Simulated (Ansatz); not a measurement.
# TiAl (Pm-3m) in Ansatz: a series of runs

The runs below take TiAl through single point, with PBE.

Program: Ansatz 0.2.0. These are calculated values, not measurements. Logs are shortened: lines on timing, memory, paths and dates and some standing lists are left out, and cuts for length are marked.

## Step 1: The structure

It takes space group Pm-3m (No. 221, cubic). Conventional cell: a = 3.179 Å, b = 3.179 Å, c = 3.179 Å, α = 90.00°, β = 90.00°, γ = 90.00°. Ti (site symmetry m-3m) is surrounded by 8 Al at 2.75 Å. Al (site symmetry m-3m) is surrounded by 8 Ti at 2.75 Å.

The cell comes from a database or a generator and needn't be the stable form of this composition.

## Step 2: Single point, PBE

The input, input.yaml:

```yaml
crystal:
  lattice:
    - [3.179064, 0.0, 0.0]
    - [0.0, 3.179064, 0.0]
    - [0.0, 0.0, 3.179064]
  atoms:
    - { symbol: Ti, position: [0.0, 0.0, 0.0] }
    - { symbol: Al, position: [0.5, 0.5, 0.5] }
hamiltonian:
  xc: pbe
  pseudopotentials: { kind: paw }
kpoints:
  mp_grid: { grid: [8, 8, 8] }
scf:
  occupations: { method: gaussian, width: 0.012 }
output:
  forces: true
  stress: true
  eigenvalues: true
  write_density: true
  write_potential: true
  elf: true
  volumetric_format: npy
```

Potentials or basis: Ansatz PAW.

Launch:

```console
ansatz run input.yaml --threads 2 --pin off --max-ram 5632MiB --backend cpu --events-out ev --progress --plain --runs-dir out
```

The program printed:

```text
Warning: RAYON_NUM_THREADS=2 ignored (pool sized by the plan → 2); use --threads N
Engine: ansatz 0.2.0, aarch64-unknown-linux-gnu
Pseudopotentials: kind: paw
Pseudopotential: Ti, paw, valence charge 12, recommended cutoff 420 eV (normal), Ti.paw.azcp
Pseudopotential: Al, paw, valence charge 3, recommended cutoff 420 eV (normal), Al.paw.azcp
Functional definition: PBE
  parameter kappa = 0.804
  parameter beta = 0.06672455060314922
  exchange = pbe_x(kappa = kappa, mu = beta*pi^2/3)
  correlation = pbe_c(beta = beta)
Crystal: 2 atoms, lattice volume = 32.129 Å³
Basis set: ecut = 420 eV, 619 PW (Γ), exchange–correlation on 48×48×48 points (8 copies of the dense FFT grid, shifted against one another)
Bands: 12, of which v1, the nominal top of the filled ones, is band 8 counted from 1 (7 counted from 0)
Symmetry: 48 space group operations
Space group: Pm-3m (ITA 221), of the structure as read, at distance tolerance 3.2e-5 Å
k-points: 35 of 512
Non-local potential: Ti, projectors of the file, l = 0: 3, l = 1: 2, l = 2: 3, l = 3: 1
Non-local potential: Al, projectors of the file, l = 0: 2, l = 1: 2, l = 2: 1
PAW form: soft (Blöchl's): semilocal exchange-correlation on the pseudo side does not see the compensation charge
PAW one-centre angular grid: Ti, 590 points (default); XC on 64 Gauss nodes
PAW one-centre angular grid: Al, 110 points (default); XC on 64 Gauss nodes
Initial density: superposition of atomic densities (neutral atoms: chi_scale 0, normalization atom), corrected by the library's trained network
Initial wavefunctions: pseudopotential atomic-orbital guess
Functional: x = pbe(κ = 0.804, μ = 0.2195149727645171), c = pbe(β = 0.06672455060314922)
SCF iter   1: F=—  HF=-3037.696539 eV  |F-HF|=—  |Δ(HF+E_count)|=         —  Δρ=7.98e-3  dr2=2.70e-2  ethr=1.77e-3  ⟨swp⟩=5.1  Hψ=2147  notcnv=0
preconditioner: auto → none  [insulator: Δε(μ)=0.049 eV  Ē_g=5.287 eV  σ=0.012 eV  W_gap=0.89  n_scr=6 (ndim 8)  ℏωp=17.3 eV  f_vac=0.000  D(μ)=3.99/eV (n_scr^D=56)  ε∞_Penn≈11.7]
SCF iter   2: F=—  HF=-3037.690572 eV  |F-HF|=—  |Δ(HF+E_count)|=   5.97e-3  Δρ=2.36e-3  dr2=1.65e-3  ethr=1.80e-4  ⟨swp⟩=2.0  Hψ=838  notcnv=0  defer=16
SCF iter   3: F=—  HF=-3037.690299 eV  |F-HF|=—  |Δ(HF+E_count)|=   2.73e-4  Δρ=5.05e-4  dr2=2.00e-5  ethr=1.10e-5  ⟨swp⟩=2.1  Hψ=629  notcnv=0  defer=18
SCF iter   4: F=—  HF=-3037.690284 eV  |F-HF|=—  |Δ(HF+E_count)|=   1.47e-5  Δρ=5.50e-5  dr2=3.59e-7  ethr=1.33e-7  ⟨swp⟩=2.0  Hψ=471  notcnv=0  defer=18
iter 5 did not close the SCF: its close was put off for the readings that it lacked (scf_convergence_deferred on its scf_iter line)
SCF iter   5: F=-3037.690284 eV  HF=-3037.690284 eV  |F-HF|=1.45e-10  |Δ(HF+E_count)|=   9.48e-8  Δρ=1.77e-6  dr2=5.89e-10  ethr=2.39e-9  ⟨swp⟩=2.3  Hψ=490  notcnv=0  defer=18
SCF iter   6: F=-3037.690284 eV  HF=-3037.690284 eV  |F-HF|=1.77e-11  |Δ(HF+E_count)|=  4.51e-10  Δρ=2.84e-7  dr2=3.33e-11  ethr=3.93e-12  ⟨swp⟩=5.1  Hψ=2004  notcnv=0
SCF 1 converged in 6 iterations: F = -3037.690284 eV  dr2 = 3.33e-11
SCF converged after 6 iterations
Free energy (F): -3037.690284 eV
Harris-Foulkes:  -3037.690284 eV  (|F-HF|=1.77e-11)
Internal energy: -3037.689979 eV  (E = F + TS)
E sigma→0 (E₀):  -3037.690131 eV
Entropy (-TS):   -0.000305 eV (-0.153 meV/atom)
Fermi energy:    11.460752 eV
--- Per-component energies (eV) ---
  E_band       = -162.196723
  E_kinetic    = 296.634005
  E_local      = -1021.581368  (includes V_loc(G=0)·N_el)
  E_nonlocal   = 19.366845
  E_hartree    = 435.234361
  E_xc         = -137.784836
  E_vxc        = -151.666373  (∫ρ·V_xc dr)
  E_paw        = -1515.645296  (= ΣΔE_a)
  E_vpaw       = -175.418843  (= ΣTr[D̂ρ^β])
  E_aug_tail   = 0.000131  (compensation charges beyond the density's cutoff)
  E_ewald      = -1113.913820
  E_smearing   = -0.000305  (= −TS)
  E_closure    = -0.000000  (closes the sum)
  Σ components = -3037.690284   (vs F -3037.690284, Δ=0.00e0)
--- Forces (eV/Å), atoms counted from 1 ---
  atom   1  Ti    -0.00000000     0.00000000     0.00000000
  atom   2  Al     0.00000000    -0.00000000     0.00000000
  max |Σ_I F_I| component: 8.05e-31 eV/Å
--- Stress (GPa, compression-positive) ---
        0.667780       0.000000       0.000000
        0.000000       0.667780      -0.000000
        0.000000      -0.000000       0.667780
  P = ⅓ Tr σ = 0.6678 GPa (6.678 kbar)
--- Band table (eV; the first three rows and the last of 35) ---
  k-point 0: bands = ["-45.3935", "-21.6047", "-21.6047", "-21.6047", "2.1797", "10.0197", "10.0197", "13.2791", "13.2791", "13.2791", "15.8652", "15.8652"]
  k-point 1: bands = ["-45.3913", "-21.6301", "-21.6025", "-21.6025", "2.4280", "9.8667", "10.1304", "12.8950", "12.8950", "13.3083", "15.0133", "16.4321"]
  k-point 2: bands = ["-45.3861", "-21.6910", "-21.5971", "-21.5971", "3.1517", "9.0795", "10.4216", "12.2558", "12.2558", "13.3800", "14.2111", "17.6425"]
  k-point 34: bands = ["-45.3502", "-21.7309", "-21.7309", "-21.7309", "8.3666", "8.3666", "8.3666", "12.0787", "14.2683", "14.2683", "14.3603", "14.3603"]
```

v_z.tsv:

```text
# z_ang	v_es[eV]	v_tot[eV]
# format = ansatz-planar-average/11
# xc	pbe
# density_cutoff_ev	1680
# datasets	Ti=:simpson_from_first_knot:soft	Al=:simpson_from_first_knot:soft
# lattice	3.179064000	0.000000000	0.000000000
# lattice	0.000000000	3.179064000	0.000000000
# lattice	0.000000000	0.000000000	3.179064000
# sites	2
# site	22	0.000000000	0.000000000	0.000000000
# site	13	1.589532000	1.589532000	1.589532000
0.000000	2.391243e0	-9.758783e0
0.132461	2.520730e0	-9.545899e0
0.264922	2.916947e0	-8.899318e0
0.397383	3.588037e0	-7.843280e0
0.529844	4.473927e0	-6.479910e0
0.662305	5.360903e0	-5.106835e0
[... 16 lines left out ...]
2.914142	2.916947e0	-8.899318e0
3.046603	2.520730e0	-9.545899e0
```

Run time: 0.62 s. Hardware: 2 threads of Arm Neoverse V2, shared host; peak memory 0.28 GiB.

Results:

* Free energy: -3037.6903 eV
* Pressure: 0.7 GPa
* Band gap on the k mesh: none (metal or under the smearing width)

## Step 3: Single point, PBE

Edit input.yaml of step 2 so:

```diff
@@ -14,3 +14,3 @@
 scf:
-  occupations: { method: gaussian, width: 0.012 }
+  occupations: { method: gaussian, width: 0.013 }
 output:
@@ -19,5 +19 @@
   eigenvalues: true
-  write_density: true
-  write_potential: true
-  elf: true
-  volumetric_format: npy
```

Potentials or basis: Ansatz PAW.

Launch:

```console
ansatz run input.yaml --threads 2 --pin off --max-ram 5632MiB --backend cpu --events-out ev --progress --plain --runs-dir out
```

It took 0.5 s on 2 threads of Arm Neoverse V2, shared host; peak memory 0.28 GiB.

The run converged. Its results:

```yaml
Free_energy: -3037.6903 eV
Pressure: 0.7 GPa
Band_gap_on_the_k_mesh: none (metal or under the smearing width)
```

Levels at points of the mesh, in eV from the Fermi level:
```
              k point  band 5  band 6  band 7  band 8  band 9  band 10
   (0.00, 0.00, 0.00)   -9.28   -1.44   -1.44    1.82    1.82     1.82
  (0.00, 0.00, -0.50)   -6.05   -5.19   -0.55    0.16    0.16     2.02
 (0.00, -0.50, -0.50)   -5.02   -2.11   -2.11   -1.47    0.72     0.72
(-0.50, -0.50, -0.50)   -3.09   -3.09   -3.09    0.62    2.81     2.81
```

## Step 4: Single point, PBE

Edit input.yaml of step 3 so:

```diff
@@ -14,3 +14,3 @@
 scf:
-  occupations: { method: gaussian, width: 0.013 }
+  occupations: { method: gaussian, width: 0.014 }
 output:
```

Launch:

```console
ansatz run input.yaml --threads 2 --pin off --max-ram 5632MiB --backend cpu --events-out ev --progress --plain --runs-dir out
```

Run time: 0.5 s. Hardware: 2 threads of Arm Neoverse V2, shared host; peak memory 0.28 GiB.

Results (log left out):

```
Free energy            : -3037.6903 eV
Pressure               : 0.7 GPa
Band gap on the k mesh : none (metal or under the smearing width)
```

Levels at points of the mesh, in eV from the Fermi level:
```csv
k point,band 3,band 4,band 5,band 6,band 7,band 8,band 9,band 10,band 11,band 12
"(0.00, 0.00, 0.00)",-33.06,-33.06,-9.28,-1.44,-1.44,1.82,1.82,1.82,4.41,4.41
"(0.00, 0.00, -0.50)",-33.05,-33.05,-6.05,-5.19,-0.55,0.16,0.16,2.02,3.00,6.48
"(0.00, -0.50, -0.50)",-33.21,-33.03,-5.02,-2.11,-2.11,-1.47,0.72,0.72,2.75,4.71
"(-0.50, -0.50, -0.50)",-33.19,-33.19,-3.09,-3.09,-3.09,0.62,2.81,2.81,2.90,2.90
```

## Step 5: Single point, PBE

Edit input.yaml of step 4 so:

```diff
@@ -14,3 +14,3 @@
 scf:
-  occupations: { method: gaussian, width: 0.014 }
+  occupations: { method: gaussian, width: 0.015 }
 output:
```

Launch:

```console
ansatz run input.yaml --threads 2 --pin off --max-ram 5632MiB --backend cpu --events-out ev --progress --plain --runs-dir out
```

Wall time 0.49 s (2 threads of Arm Neoverse V2, shared host); peak memory 0.28 GiB.

It converged, with:

```
Free energy            : -3037.6904 eV
Pressure               : 0.7 GPa
Band gap on the k mesh : none (metal or under the smearing width)
```

Levels at points of the mesh, in eV from the Fermi level:
```
              k point  band 3  band 4  band 5  band 6  band 7  band 8  band 9  band 10  band 11  band 12
   (0.00, 0.00, 0.00)  -33.06  -33.06   -9.28   -1.44   -1.44    1.82    1.82     1.82     4.41     4.41
  (0.00, 0.00, -0.50)  -33.05  -33.05   -6.05   -5.19   -0.55    0.16    0.16     2.03     3.00     6.48
 (0.00, -0.50, -0.50)  -33.21  -33.03   -5.02   -2.11   -2.11   -1.47    0.72     0.72     2.75     4.71
(-0.50, -0.50, -0.50)  -33.19  -33.19   -3.09   -3.09   -3.09    0.62    2.81     2.81     2.90     2.90
```

## Step 6: Single point, PBE

Edit input.yaml of step 5 so:

```diff
@@ -14,3 +14,3 @@
 scf:
-  occupations: { method: gaussian, width: 0.015 }
+  occupations: { method: gaussian, width: 0.016 }
 output:
```

Potentials or basis: Ansatz PAW.

Launch:

```console
ansatz run input.yaml --threads 2 --pin off --max-ram 5632MiB --backend cpu --events-out ev --progress --plain --runs-dir out
```

It took 0.5 s on 2 threads of Arm Neoverse V2, shared host; peak memory 0.28 GiB.

The run converged. Its results:

```yaml
Free_energy: -3037.6904 eV
Pressure: 0.7 GPa
Band_gap_on_the_k_mesh: none (metal or under the smearing width)
```

Levels at points of the mesh, in eV from the Fermi level:
| k point | band 5 | band 6 | band 7 | band 8 | band 9 | band 10 |
| --- | --- | --- | --- | --- | --- | --- |
| (0.00, 0.00, 0.00) | -9.28 | -1.44 | -1.44 | 1.82 | 1.82 | 1.82 |
| (0.00, 0.00, -0.50) | -6.05 | -5.19 | -0.54 | 0.16 | 0.16 | 2.03 |
| (0.00, -0.50, -0.50) | -5.02 | -2.11 | -2.11 | -1.46 | 0.72 | 0.72 |
| (-0.50, -0.50, -0.50) | -3.09 | -3.09 | -3.09 | 0.62 | 2.81 | 2.81 |

## Step 7: The runs side by side

| smearing | gap on the mesh (eV) | pressure (GPa) |
| --- | --- | --- |
| gaussian 0.012 eV | none | 0.7 |
| gaussian 0.013 eV | none | 0.7 |
| gaussian 0.014 eV | none | 0.7 |
| gaussian 0.015 eV | none | 0.7 |
| gaussian 0.016 eV | none | 0.7 |

Alike in all rows: task single point; level PBE; potentials or basis Ansatz PAW; no spin polarisation; cell as given; k mesh 8 × 8 × 8; cutoff (eV) 420.

Every run on the cell as given and a fine mesh finds a metal.

Total energies depend on the potentials used, so only differences within one code and one set of settings carry meaning.
